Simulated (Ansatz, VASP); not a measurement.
Two plane-wave programs on MgB

INCAR

```
  ALGO = Normal
  EDIFF = 1E-8
  ENCUT = 520
  GGA = CA
  ISIF = 2
  ISMEAR = -1
  LASPH = True
  LCHARG = False
  LEFG = True
  LREAL = False
  LWAVE = False
  NBANDS = 10
  NELM = 60
  PREC = Accurate
  SIGMA = 0.05
```

The input KPOINTS:

```
k-points
0
Gamma
  11 11 11
```

File POSCAR:

```
MgB
1.0
    2.8930974391      0.0000000000      0.0000000000
    0.0000000000      2.8930974391      0.0000000000
    0.0000000000      0.0000000000      2.8930974391
B Mg
1 1
Direct
    0.0000000000      0.0000000000      0.0000000000
    0.5000000000      0.5000000000      0.5000000000
```

Input for Ansatz:

```yaml
crystal:
  lattice:
    - [2.8930974391, 0.0, 0.0]
    - [0.0, 2.8930974391, 0.0]
    - [0.0, 0.0, 2.8930974391]
  atoms:
    - { symbol: B, position: [0.0, 0.0, 0.0] }
    - { symbol: Mg, position: [0.5, 0.5, 0.5] }
kpoints:
  mp_grid: { grid: [11, 11, 11] }
  band_path:
    path:
      - [0.0, 0.0, 0.0]
      - [0.0, 0.5, 0.0]
      - [0.5, 0.5, 0.0]
      - [0.0, 0.0, 0.0]
      - [0.5, 0.5, 0.5]
      - [0.0, 0.5, 0.0]
      - [0.5, 0.5, 0.5]
      - [0.5, 0.5, 0.0]
    npoints: 5
scf:
  occupations: { method: fermi_dirac, width: 0.05 }
hamiltonian:
  xc: lda
  pseudopotentials: { kind: paw }
output:
  forces: true
  stress: true
  eigenvalues: true
  efg: { contact_densities: true }
```

Alike in both runs: task electric field gradients; functional LDA; k mesh 11 × 11 × 11; occupations fermi-dirac, width 0.05 eV; no spin polarisation.

```csv
,VASP,Ansatz
version,VASP 6.6.1,Ansatz 0.2.0
potentials or method,"VASP PAW LDA potentials, release 64 (B, Mg)","PAW with Ansatz's default frozen-core files, scalar-relativistic"
plane-wave cutoff (eV),520,420
valence electrons in the cell,5,13
```

VASP gave:

```
pressure (GPa)                                                 : -5.8
Vzz of the field gradient on the site that differs most (V/Å²) : 0.0
```

Problem. Estimate Ansatz's values.

Solution. Pressure (GPa): -5.3; Vzz of the field gradient on the site that differs most (V/Å²): 0.0.

The two sets of potentials don't hold the same shells in valence.
